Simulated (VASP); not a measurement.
# TaN (P6_3/mmc) in VASP: further runs

One crystal, TaN, is run at these levels: HSE06; tasks: single point.

Program: VASP 6.6.1. These are calculated values, not measurements. Logs are shortened: lines on timing, memory, paths and dates and some standing lists are left out, and cuts for length are marked.

### 1 The crystal as given

Symmetry: P6_3/mmc, No. 194, hexagonal system. The conventional cell has a = 3.048 Å, b = 3.048 Å, c = 4.918 Å, α = 90.00°, β = 90.00°, γ = 120.00°. Around Ta (site symmetry -3m) lie 6 N at 2.15 Å and 2 Ta at 2.46 Å. N (site symmetry -6m2) is surrounded by 6 Ta at 2.15 Å.

### 2 Single point, HSE06, collinear spin, ferromagnetic start

Contents of POSCAR:

```
TaN
1.0
    3.0480018400      0.0000000000      0.0000000000
   -1.5240009200      2.6396470300      0.0000000000
    0.0000000000      0.0000000000      4.9179997800
Ta N
2 2
Direct
    0.0000000000      0.0000000000      0.0000000000
    0.0000000000      0.0000000000      0.5000000000
    0.3333333333      0.6666666667      0.2500000000
    0.6666666667      0.3333333333      0.7500000000
```

Contents of INCAR.step1:

```
PREC = Accurate ; ENCUT = 450
EDIFF = 1E-5 ; ISMEAR = 0
SIGMA = 0.05 ; LREAL = False
LASPH = True ; NELM = 60
ALGO = Normal ; ISIF = 2
LWAVE = True ; ISPIN = 2
MAGMOM = 0.5 0.5 0 0 ; LORBIT = 11
LMAXMIX = 4 ; GGA = PE
```

Contents of INCAR.step2:

```
PREC = Accurate ; ENCUT = 450
EDIFF = 1E-6 ; ISMEAR = 0
SIGMA = 0.05 ; LREAL = False
LASPH = True ; NELM = 60
ALGO = Normal ; ISIF = 2
LWAVE = False ; LCHARG = True
ISPIN = 2 ; MAGMOM = 0.5 0.5 0 0
LORBIT = 11 ; LMAXMIX = 4
GGA = PE ; LHFCALC = True
HFSCREEN = 0.2 ; PRECFOCK = Fast
LELF = True ; LVHAR = True
ISTART = 1
```

Contents of KPOINTS:

```
regular mesh
0
Gamma
  5 5 3
```

Potentials or basis: VASP PAW PBE potentials, release 64 (Ta_pv, N).

On the command line:

```bash
$ cat potpaw_PBE.64/Ta_pv/POTCAR potpaw_PBE.64/N/POTCAR > POTCAR
$ cp INCAR.step1 INCAR
$ mpirun -np 1 vasp_std > vasp.out
$ cp INCAR.step2 INCAR
$ mpirun -np 1 vasp_std > vasp.out
```

OUTCAR:

```text
PREC = Accurate
   ENCUT = 450
   EDIFF = 1E-6
   ISMEAR = 0
   LREAL = False
   LASPH = True
   NELM = 60
   ISIF = 2
   ISPIN = 2
   LORBIT = 11
   GGA = PE
   LHFCALC = True
   HFSCREEN = 0.2
   PRECFOCK = Fast
   ISTART = 1

 ion  position               nearest neighbor table
   1  0.000  0.000  0.000-   3 2.15   4 2.15   4 2.15   3 2.15   4 2.15   3 2.15   2 2.46   2 2.46

   2  0.000  0.000  0.500-   3 2.15   4 2.15   4 2.15   3 2.15   4 2.15   3 2.15   1 2.46   1 2.46

   3  0.333  0.667  0.250-   1 2.15   2 2.15   1 2.15   2 2.15   1 2.15   2 2.15
   4  0.667  0.333  0.750-   1 2.15   2 2.15   1 2.15   2 2.15   1 2.15   2 2.15

  LATTYP: Found a hexagonal cell.
 ALAT       =     3.0480018400
 C/A-ratio  =     1.6135160142

  Lattice vectors:

 A1 = (   3.0480018400,   0.0000000000,   0.0000000000)
 A2 = (  -1.5240009200,   2.6396470300,   0.0000000000)
 A3 = (   0.0000000000,   0.0000000000,   4.9179997800)

Analysis of symmetry for initial positions (statically):
=====================================================================
 Subroutine PRICEL returns:
 Original cell was already a primitive cell.

 Routine SETGRP: Setting up the symmetry group for a
 hexagonal supercell.

 Subroutine GETGRP returns: Found 24 space group operations
 (whereof 12 operations were pure point group operations)
 out of a pool of 24 trial point group operations.

The static configuration has the point symmetry D_3d.
 The point group associated with its full space group is D_6h.

Analysis of symmetry for dynamics (positions and initial velocities):
=====================================================================
 Subroutine PRICEL returns:
 Original cell was already a primitive cell.

 Routine SETGRP: Setting up the symmetry group for a
 hexagonal supercell.

 Subroutine GETGRP returns: Found 24 space group operations
 (whereof 12 operations were pure point group operations)
 out of a pool of 24 trial point group operations.

The dynamic configuration has the point symmetry D_3d.
 The point group associated with its full space group is D_6h.

Analysis of structural, dynamic, and magnetic symmetry:
=====================================================================
[... 130 lines left out ...]
   NKREDY  =     1    reduce k-point grid by
   NKREDZ  =     1    reduce k-point grid by
   AEXX    =    0.2500 exact exchange contribution
   HFSCREEN=    0.2000 screening length (either q_TF or 0.3 A-1)
   HFSCREENC=   0.2000 screening length for correlation (either q_TF or 0.3 A-1)
   ENCUTFOCK=  -1.0 apply spherical cutoff to Coloumb kernel
   IVDW    =     0    specifies the selected vdW correction
   LEPSILON=     F    determine dielectric tensor
   LRPA    =     F    only Hartree local field effects (RPA)
 spin polarized calculation
 Gauss-broadening in eV      SIGMA  =   0.05
  energy-cutoff  :      450.00
  volume of cell :       39.57
 maximum number of plane-waves:       870
 NGX is ok and might be reduce to    24
  NGX = 12; NGY = 12; NGZ = 20

 number of electron      32.0000006 magnetization       0.6665266

 Free energy of the ion-electron system (eV)
  ---------------------------------------------------
  ext. energy  EPLUGINS =         0.00000000
  ---------------------------------------------------
  free energy    TOTEN  =       -49.10536004 eV

  energy without entropy =      -49.10430271  energy(sigma->0) =      -49.10483138

 E-fermi :   9.9293     XC(G=0): -11.1800

 val. band max:        9.7725268591   @ k =   0.2000  -0.0000   0.3333
 cond. band min:       9.9448434050   @ k =   0.2000   0.2000   0.0000
 fundamental gap:      0.1723165458
 Fermi energy:         9.9292541973

 spin component 1

 k-point     1 :       0.0000    0.0000    0.0000
  band No.  band energies     occupation
      1     -30.2272      1.00000
      2     -28.1950      1.00000
      3     -28.1950      1.00000
      4     -27.7724      1.00000
      5     -27.7724      1.00000
      6     -26.9042      1.00000
[... 229 lines left out ...]
     20      13.9120      0.00000
     21      15.3847      0.00000
 Fermi energy:         9.9292541973

 spin component 2

 k-point     1 :       0.0000    0.0000    0.0000
  band No.  band energies     occupation
      1     -30.0477      1.00000
      2     -27.9548      1.00000
      3     -27.9548      1.00000
      4     -27.5433      1.00000
      5     -27.5433      1.00000
      6     -26.7234      1.00000
[... 229 lines left out ...]
     20      14.1251      0.00000
     21      15.5468      0.00000

------------------------ aborting loop because EDIFF is reached ----------------------------------------

  FORCE on cell =-STRESS in cart. coord.  units (eV):
  Direction    XX          YY          ZZ          XY          YZ          ZX
  --------------------------------------------------------------------------------------
  -------------------------------------------------------------------------------------
  Total        5.2843190      5.2843190     27.0765125      0.0000000     -0.0000000      0.0000000
  in kB      213.9685888    213.9685898   1096.3613588      0.0000000     -0.0000000      0.0000000
  external PRESSURE =     508.0995125 kB  Pullay stress =       0.0000000 kB

 VOLUME and BASIS-vectors are now :
 -----------------------------------------------------------------------------
  energy-cutoff  :      450.00
  volume of cell :       39.57
      direct lattice vectors                 reciprocal lattice vectors
     3.048001840  0.000000000  0.000000000     0.328083791  0.189419265  0.000000000
    -1.524000920  2.639647030  0.000000000     0.000000000  0.378838530  0.000000000
     0.000000000  0.000000000  4.917999780     0.000000000  0.000000000  0.203334698

 POSITION                                       TOTAL-FORCE (eV/Angst)
 -----------------------------------------------------------------------------------
      0.00000      0.00000      0.00000        -0.000000      0.000000      0.000000
      0.00000      0.00000      2.45900        -0.000000      0.000000      0.000000
     -0.00000      1.75976      1.22950         0.000000      0.000000     -0.000000
      1.52400      0.87988      3.68850         0.000000     -0.000000      0.000000
 -----------------------------------------------------------------------------------
    total drift:                               -0.000007      0.000016      0.000007

  FREE ENERGIE OF THE ION-ELECTRON SYSTEM (eV)
  ---------------------------------------------------
  free  energy   TOTEN  =       -49.1053600432 eV

  energy  without entropy=      -49.1043027114  energy(sigma->0) =      -49.10483138

 total charge

# of ion       s       p       d       tot
------------------------------------------
    1        0.329   6.308   2.679   9.316
    2        0.329   6.308   2.679   9.316
    3        1.246   2.580   0.000   3.826
    4        1.246   2.580   0.000   3.826
--------------------------------------------------
tot          3.150  17.776   5.358  26.284

 magnetization (x)

# of ion       s       p       d       tot
------------------------------------------
    1        0.005   0.005   0.236   0.246
    2        0.005   0.005   0.236   0.246
    3       -0.001   0.003   0.000   0.002
    4       -0.001   0.003   0.000   0.002
--------------------------------------------------
tot          0.007   0.017   0.471   0.495
```

OUTCAR.step1:

```text
PREC = Accurate
   ENCUT = 450
   EDIFF = 1E-5
   ISMEAR = 0
   LREAL = False
   LASPH = True
[... 735 lines left out ...]
------------------------------------------
    1        0.332   6.295   2.725   9.353
    2        0.332   6.295   2.725   9.353
    3        1.246   2.571   0.000   3.817
    4        1.246   2.571   0.000   3.817
--------------------------------------------------
tot          3.157  17.732   5.451  26.340

 magnetization (x)

# of ion       s       p       d       tot
------------------------------------------
    1        0.004   0.004   0.210   0.218
    2        0.004   0.004   0.210   0.218
    3       -0.001   0.014   0.000   0.013
    4       -0.001   0.014   0.000   0.013
--------------------------------------------------
tot          0.007   0.035   0.420   0.461
```

Run time: 16 min. Hardware: 1 thread of AMD EPYC 7R13 (Zen 3), shared host; peak memory 0.25 GiB.

Results:

- Free energy: -49.1054 eV
- Band gap on the k mesh: none (metal or under the smearing width)
- Net moment: 0.67 μB per cell
- Site moments: Ta +0.25; N +0.00 μB
- Valence electrons inside the program's atomic spheres: Ta 9.32; N 3.83

Caveat: the k mesh is coarse (spacing up to 0.48 Å⁻¹), so the values aren't converged, least of all with exact exchange; the cutoff is under 1.25 times the usual one of these potentials, so pressure, stress and relaxed cells hold a basis-set (Pulay) error; a pressure of tens of GPa on the cell as given is suspect, and the run, the potentials or the cell itself is likely at fault; the PAW data sets were made with another functional, which shifts forces and pressure a little.

### 3 Single point, HSE06, collinear spin, antiferromagnetic start

POSCAR is that of step 2.

Contents of INCAR.step1:

```
SYSTEM = TaN
ALGO     = Normal         ! electronic algorithm
EDIFF    = 1E-5           ! SCF threshold, eV
ENCUT    = 450            ! plane-wave cutoff, eV
GGA      = PE             ! functional
ISIF     = 2              ! what is computed and relaxed
ISMEAR   = 0              ! smearing method
ISPIN    = 2              ! spin polarisation
LASPH    = .TRUE.         ! aspherical terms in the spheres
LCHARG   = .FALSE.        ! write CHGCAR
LMAXMIX  = 4              ! l up to which the mixer works
LORBIT   = 11             ! projections on sites
LREAL    = .FALSE.        ! projectors in reciprocal space
LWAVE    = .TRUE.         ! write WAVECAR
MAGMOM   = 0.5 -0.5 0 0   ! initial moments
NELM     = 100            ! most SCF steps
PREC     = Accurate       ! precision mode
SIGMA    = 0.05           ! smearing width, eV
```

Contents of INCAR.step2:

```
SYSTEM = TaN
ALGO     = Normal         ! electronic algorithm
EDIFF    = 1E-6           ! SCF threshold, eV
ENCUT    = 450            ! plane-wave cutoff, eV
GGA      = PE             ! functional
HFSCREEN = 0.2            ! screening, 1/A
ISIF     = 2              ! what is computed and relaxed
ISMEAR   = 0              ! smearing method
ISPIN    = 2              ! spin polarisation
ISTART   = 1            
LASPH    = .TRUE.         ! aspherical terms in the spheres
LCHARG   = .FALSE.        ! write CHGCAR
LHFCALC  = .TRUE.         ! exact exchange
LMAXMIX  = 4              ! l up to which the mixer works
LORBIT   = 11             ! projections on sites
LREAL    = .FALSE.        ! projectors in reciprocal space
LWAVE    = .FALSE.        ! write WAVECAR
MAGMOM   = 0.5 -0.5 0 0   ! initial moments
NELM     = 100            ! most SCF steps
PREC     = Accurate       ! precision mode
PRECFOCK = Fast         
SIGMA    = 0.05           ! smearing width, eV
```

Contents of KPOINTS:

```
k-points
0
G
  5 5 3
  0 0 0
```

Potentials or basis: VASP PAW PBE potentials, release 64 (Ta_pv, N).

On the command line:

```bash
$ cat potpaw_PBE.64/Ta_pv/POTCAR potpaw_PBE.64/N/POTCAR > POTCAR
$ cp INCAR.step1 INCAR
$ mpirun -np 1 vasp_std > vasp.out
$ cp INCAR.step2 INCAR
$ mpirun -np 1 vasp_std > vasp.out
```

Wall time 13 min (1 thread of Intel Xeon Platinum 8488C (Sapphire Rapids), shared host); peak memory 0.27 GiB.

It converged, with:

```
Free energy                                           : -49.0575 eV
Band gap on the k mesh                                : none (metal or under the smearing width)
Net moment                                            : 0.00 μB per cell
Valence electrons inside the program's atomic spheres : Ta 9.31; N 3.82
```

Levels at points of the mesh, in eV from the Fermi level:
Spin up:
```tsv
k point	band 12	band 13	band 14	band 15	band 16	band 17	band 18	band 19	band 20
(0.00, 0.00, 0.00)	-6.11	-4.34	-4.34	-4.32	-1.93	-1.93	-0.37	-0.37	3.57
```
Spin down:
```csv
k point,band 14,band 15,band 16,band 17,band 18,band 19
"(0.00, 0.00, 0.00)",-4.34,-4.32,-1.93,-1.93,-0.37,-0.37
```

Caveat: the k mesh is coarse (spacing up to 0.48 Å⁻¹), so the values aren't converged, least of all with exact exchange; the cutoff is under 1.25 times the usual one of these potentials, so pressure, stress and relaxed cells hold a basis-set (Pulay) error; a pressure of tens of GPa on the cell as given is suspect, and the run, the potentials or the cell itself is likely at fault; the PAW data sets were made with another functional, which shifts forces and pressure a little. The run has no spin-orbit coupling, so splittings on Ta are missing.
